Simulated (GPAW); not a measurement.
# Pt (Im-3m) in GPAW: equation of state

Aim: energy against volume of Pt in PBE, for its equilibrium volume and stiffness.

Program: GPAW 26.7.0. These are calculated values, not measurements. Logs are shortened: lines on timing, memory, paths and dates and some standing lists are left out, and cuts for length are marked. The log counts tension as positive stress, the text compression.

### Step 1. The crystal as given

The structure is cubic, space group Im-3m (No. 229). The conventional cell has a = 3.168 Å, b = 3.168 Å, c = 3.168 Å, α = 90.00°, β = 90.00°, γ = 90.00°. Pt (site symmetry m-3m) is surrounded by 8 Pt at 2.74 Å.

This isn't the form of Pt at room conditions, which is fcc.

### Step 2. Equation of state, PBE

Input file run.py:

```python
from ase.eos import EquationOfState
from ase.io import Trajectory, read
from ase.units import GPa
from gpaw import GPAW, PW

atoms = read('Pt.xyz')

traj = Trajectory('eos.traj', 'w')
volumes, energies = [], []
for x in [0.94, 0.96, 0.98, 1.0, 1.02, 1.04, 1.06]:
    a = atoms.copy()
    a.set_cell(atoms.cell * x**(1 / 3), scale_atoms=True)
    calc = GPAW(mode=PW(600),
                xc='PBE',
                kpts={'size': (12, 12, 12), 'gamma': True},
                occupations={'name': 'fermi-dirac', 'width': 0.05},
                nbands=17,
                convergence={'density': 1e-05, 'energy': 1e-05},
                maxiter=150,
                txt=f'eos-{x:.2f}.txt')
    a.calc = calc
    energies.append(a.get_potential_energy(force_consistent=True))
    volumes.append(a.get_volume())
    p = -a.get_stress()[:3].mean() / GPa
    calc.write(f'eos-{x:.2f}.gpw')
    traj.write(a)
    print(f'{x:.2f} {volumes[-1]:10.4f} A^3 {energies[-1]:14.6f} eV {p:9.3f} GPa', flush=True)

v0, e0, B = EquationOfState(volumes, energies, eos='birchmurnaghan').fit()
print(f'V0 = {v0:.4f} A^3, E0 = {e0:.6f} eV, B0 = {B / GPa:.2f} GPa')
```

Input file Pt.xyz:

```xyz
1
Lattice="-1.5842200000 1.5842200000 1.5842200000 1.5842200000 -1.5842200000 1.5842200000 1.5842200000 1.5842200000 -1.5842200000" Properties=species:S:1:pos:R:3 pbc="T T T"
Pt     0.0000000000      0.0000000000      0.0000000000
```

Potentials or basis: GPAW PAW data sets (gpaw-data 1.2.1), pw.

Launch:

```console
$ OMP_NUM_THREADS=1 python run.py
```

Output:

```text
__  _  _
 | _ |_)|_||  |
 |__||  | ||/\| - 26.7.0

Input parameters:
  mode=PW(ecut=600.0),
  convergence={'density': 1e-05, 'energy': 1e-05},
  kpts=MonkhorstPack(size=(12, 12, 12), gamma=True),
  maxiter=150,
  nbands=17,
  occupations=Occupations(name='fermi-dirac', width=0.05),
  xc=XC(name='PBE')

Diagonalizing LCAO Hamiltonian
Converting LCAO to pw mode

       Pt

Atoms  # Å, Bohr magnetons
|   | symbol |        x |        y |        z |    initial magnetic moments |
|---|--------|----------|----------|----------|-----------------------------|
| 0 |     Pt | 0.000000 | 0.000000 | 0.000000 | ( 0.0000,  0.0000,  0.0000) |

Unit cell  # Å
| periodic |         x |         y |         z |  lengths |     angles |
|----------|-----------|-----------|-----------|----------|------------|
|      yes | -1.551880 |  1.551880 |  1.551880 | 2.687935 | 109.471221 |
|      yes |  1.551880 | -1.551880 |  1.551880 | 2.687935 | 109.471221 |
|      yes |  1.551880 |  1.551880 | -1.551880 | 2.687935 | 109.471221 |

Number of symmetries: 48
Symmetry operations  # r_c * U_cc + t_c -> r_c
|    | kind |            matrix            |
|----|------|------------------------------|
|  0 |  σ   |  1, 1, 1,  0, 0,-1,  0,-1, 0 |
|  1 |  C4  |  1, 1, 1,  0, 0,-1, -1, 0, 0 |
|  2 |  C2  |  1, 1, 1,  0,-1, 0,  0, 0,-1 |
|  3 |  S6  |  1, 1, 1,  0,-1, 0, -1, 0, 0 |
|  4 |  S6  |  1, 1, 1, -1, 0, 0,  0, 0,-1 |
|  5 |  C4  |  1, 1, 1, -1, 0, 0,  0,-1, 0 |
|  6 |  E   |  1, 0, 0,  0, 1, 0,  0, 0, 1 |
|  7 |  σ   |  1, 0, 0,  0, 1, 0, -1,-1,-1 |
|  8 |  σ   |  1, 0, 0,  0, 0, 1,  0, 1, 0 |
|  9 |  C3  |  1, 0, 0,  0, 0, 1, -1,-1,-1 |
| 10 |  C3  |  1, 0, 0, -1,-1,-1,  0, 1, 0 |
| 11 |  σ   |  1, 0, 0, -1,-1,-1,  0, 0, 1 |
| 12 |  σ   |  0, 1, 0,  1, 0, 0,  0, 0, 1 |
| 13 |  C2  |  0, 1, 0,  1, 0, 0, -1,-1,-1 |
| 14 |  C3  |  0, 1, 0,  0, 0, 1,  1, 0, 0 |
| 15 |  S4  |  0, 1, 0,  0, 0, 1, -1,-1,-1 |
| 16 |  S4  |  0, 1, 0, -1,-1,-1,  1, 0, 0 |
| 17 |  C3  |  0, 1, 0, -1,-1,-1,  0, 0, 1 |
| 18 |  C3  |  0, 0, 1,  1, 0, 0,  0, 1, 0 |
| 19 |  S4  |  0, 0, 1,  1, 0, 0, -1,-1,-1 |
| 20 |  σ   |  0, 0, 1,  0, 1, 0,  1, 0, 0 |
| 21 |  C3  |  0, 0, 1,  0, 1, 0, -1,-1,-1 |
| 22 |  C2  |  0, 0, 1, -1,-1,-1,  1, 0, 0 |
| 23 |  S4  |  0, 0, 1, -1,-1,-1,  0, 1, 0 |
| 24 |  C4  |  0, 0,-1,  1, 1, 1,  0,-1, 0 |
| 25 |  σ   |  0, 0,-1,  1, 1, 1, -1, 0, 0 |
| 26 |  S6  |  0, 0,-1,  0,-1, 0,  1, 1, 1 |
| 27 |  C2  |  0, 0,-1,  0,-1, 0, -1, 0, 0 |
| 28 |  C4  |  0, 0,-1, -1, 0, 0,  1, 1, 1 |
| 29 |  S6  |  0, 0,-1, -1, 0, 0,  0,-1, 0 |
| 30 |  S6  |  0,-1, 0,  1, 1, 1,  0, 0,-1 |
| 31 |  C4  |  0,-1, 0,  1, 1, 1, -1, 0, 0 |
| 32 |  C4  |  0,-1, 0,  0, 0,-1,  1, 1, 1 |
| 33 |  S6  |  0,-1, 0,  0, 0,-1, -1, 0, 0 |
| 34 |  σ   |  0,-1, 0, -1, 0, 0,  1, 1, 1 |
| 35 |  C2  |  0,-1, 0, -1, 0, 0,  0, 0,-1 |
| 36 |  C2  | -1, 0, 0,  1, 1, 1,  0, 0,-1 |
| 37 |  S6  | -1, 0, 0,  1, 1, 1,  0,-1, 0 |
| 38 |  S6  | -1, 0, 0,  0, 0,-1,  1, 1, 1 |
| 39 |  C2  | -1, 0, 0,  0, 0,-1,  0,-1, 0 |
| 40 |  C2  | -1, 0, 0,  0,-1, 0,  1, 1, 1 |
| 41 |  i   | -1, 0, 0,  0,-1, 0,  0, 0,-1 |
| 42 |  S4  | -1,-1,-1,  1, 0, 0,  0, 1, 0 |
| 43 |  C3  | -1,-1,-1,  1, 0, 0,  0, 0, 1 |
| 44 |  C3  | -1,-1,-1,  0, 1, 0,  1, 0, 0 |
| 45 |  σ   | -1,-1,-1,  0, 1, 0,  0, 0, 1 |
| 46 |  S4  | -1,-1,-1,  0, 0, 1,  1, 0, 0 |
| 47 |  C2  | -1,-1,-1,  0, 0, 1,  0, 1, 0 |

BZ-sampling:
  Number of BZ points: 1728
  Number of IBZ points: 72

  Monkhorst-Pack size: [12, 12, 12]
  Monkhorst-Pack shift: [0.041666666666666664, 0.041666666666666664, 0.041666666666666664]

K-points  # in reciprocal-cell coordinates
|     |                                coordinates |     weight |
|-----|--------------------------------------------|------------|
|   0 | ( -0.00000000,  -0.00000000,  -0.00000000) | 0.00057870 |
|   1 | (  0.08333333,  -0.00000000,  -0.00000000) | 0.00694444 |
|   2 | (  0.08333333,   0.08333333,  -0.08333333) | 0.00347222 |
|   3 | (  0.16666667,  -0.00000000,  -0.08333333) | 0.01388889 |
|   4 | (  0.16666667,  -0.00000000,  -0.00000000) | 0.00694444 |
|   5 | (  0.16666667,   0.08333333,  -0.08333333) | 0.01388889 |
|   6 | (  0.16666667,   0.16666667,  -0.16666667) | 0.00347222 |
|   7 | (  0.25000000,  -0.08333333,  -0.08333333) | 0.00462963 |
|   8 | (  0.25000000,  -0.00000000,  -0.08333333) | 0.02777778 |
|   9 | (  0.25000000,  -0.00000000,  -0.00000000) | 0.00694444 |
| ... |                                            |            |
|  71 | (  0.50000000,   0.50000000,   0.50000000) | 0.00057870 |

Plane wave coefficients: 531
Cutoff: 600.0 eV

Spin-components: 1 (collinear spins)
Bands:           17
Projectors:      6
Spin-degeneracy: 2
Datatype:        complex128

Density:
  Valence electrons: 16.0
  Components: 1
  Grid points: [16 16 16]
  Charge: 0.0  # |e|

Potential:
  Grid points: [16 16 16]

species:
  Pt:
    name:    Platinum
    Z:       78.0
    valence: 16
    core:    62
    charge:  0.0  # [|e|]
    compensation charges:
      type: gauss
      rc: 0.41  # [Å]
      lmax: 2
    cutoffs:
      filter: 2.26  # [Å]
      core: 2.26  # [Å]
    projectors
    | kind |    occ | energy [eV] | rcut [Å] |
    |------|--------|-------------|----------|
    |   6s |  1.000 |      -5.628 |    1.307 |
    |   5p |  6.000 |     -56.051 |    1.371 |
    |   6p |  0.000 |      -0.845 |    1.371 |
    |   5d |  9.000 |      -6.153 |    1.307 |
    |    s |        |      21.583 |    1.307 |
    |    d |        |      21.058 |    1.307 |

    Using partial waves for Pt as LCAO basis

Reference energy: -500375.362767  # eV

eigensolver:
  PPCG
  Converge bands: occupied
  niter=2

density mixing:
  MSR1-Mixer
  Pratt-step length: 0.05
  Maximum mixing coefficient: 0.75
  Old densities: 10
  SVD Regularization: 0.005
  Good broyden scale: 1.0
  Trust region scale: 1.0
  Backstep threshold: 4.0
  History deletion threshold: 6.0
  Fourier metric: weight=20.0, sigma=0.015

occupation numbers:
  Fermi-Dirac:
    width: 0.0500  # eV

poisson solver:
  ecut: 4800.0  # eV

xc functional:
  name: PBE with 2 nearest neighbor stencil

convergence criteria:
- Maximum integral of absolute [dens]ity change: 1e-05 electrons / valence electron
- Maximum [total energy] change in last 3 cyles: 1e-05 eV / valence electron
- Maximum integral of absolute [eigenst]ate change: 4e-08 eV^2 / valence electron
maximum number of iterations: 150

SCF iterations
|iter     | |      energy | eigst |  dens |
|---------|-|-------------|-------|-------|
|iter:   1| |   -6.732185 | +0.04 |       |
|iter:   2| |   -6.650771 | -3.02 | -1.22 |
|iter:   3| |   -6.329275 | -2.30 | -1.26 |
|iter:   4| |   -6.327069 | -3.75 | -2.28 |
|iter:   5| |   -6.326996 | -3.40 | -2.53 |
|iter:   6| |   -6.327003c| -5.88 | -3.58 |
|iter:   7| |   -6.327007c| -6.20 | -3.77 |
|iter:   8| |   -6.327007c| -7.53c| -4.92 |
|iter:   9| |   -6.327007c| -8.00c| -5.40c|

Converged in 9 steps
Energy contributions relative to reference atoms: (reference = -500375.362767)

Energy contributions:
  Kinetic:          -1.209547
  Coulomb:           0.137363
  Zero:             -0.561269
  External:          0.000000
  Xc:               -4.690815
  Entropy:          -0.005476
  Spinorbit:         0.000000
  ----------------------------
  Free energy:      -6.329745
  Extrapolated:     -6.327007

dipole moment: (-5.294878, -5.294878, -5.294878)  # |e|*Ang

Fermi level: 11.998
Eigenvalues  # (at kpt = [-0.000, -0.000, -0.000])
| band index |      eig [eV] | occ [0-2] |
|------------|---------------|-----------|
|          0 |       -40.235 |     2.000 |
|          1 |       -40.235 |     2.000 |
|          2 |       -40.235 |     2.000 |
|          3 |         2.115 |     2.000 |
|          4 |         8.326 |     2.000 |
|          5 |         8.326 |     2.000 |
|          6 |         8.326 |     2.000 |
|          7 |        10.968 |     2.000 |
|          8 |        10.968 |     2.000 |
|          9 |        29.677 |     0.000 |
|         10 |        29.677 |     0.000 |
|         11 |        29.677 |     0.000 |
|         12 |        39.675 |     0.000 |
|         13 |        39.675 |     0.000 |
|         14 |        41.527 |     0.000 |
|         15 |        41.527 |     0.000 |
|         16 |        41.527 |     0.000 |

No gap
No difference between direct/indirect transitions

Stress tensor  # eV/Ang^3
|         x |         y |         z |
|-----------|-----------|-----------|
| -0.093165 | -0.000000 | -0.000000 |
| -0.000000 | -0.093165 |  0.000000 |
| -0.000000 |  0.000000 | -0.093165 |

# Writing to eos-0.94.gpw (mode='')
```

Run time: 80 s. Hardware: 1 thread of Arm Neoverse V1, shared host; peak memory 0.2 GiB.

Results:

- Equilibrium volume: 15.79 Å³/atom
- Bulk modulus: 237 GPa
- Pressure derivative of the bulk modulus: 5.5

Energy against volume, from the lowest point:
| volume (Å³/atom) | energy (meV/atom) |
| --- | --- |
| 14.950 | 36.25 |
| 15.268 | 12.92 |
| 15.586 | 1.31 |
| 15.904 | 0.00 |
| 16.222 | 7.74 |
| 16.540 | 23.41 |
| 16.858 | 46.04 |

The run has no spin-orbit coupling, so splittings on Pt are missing.
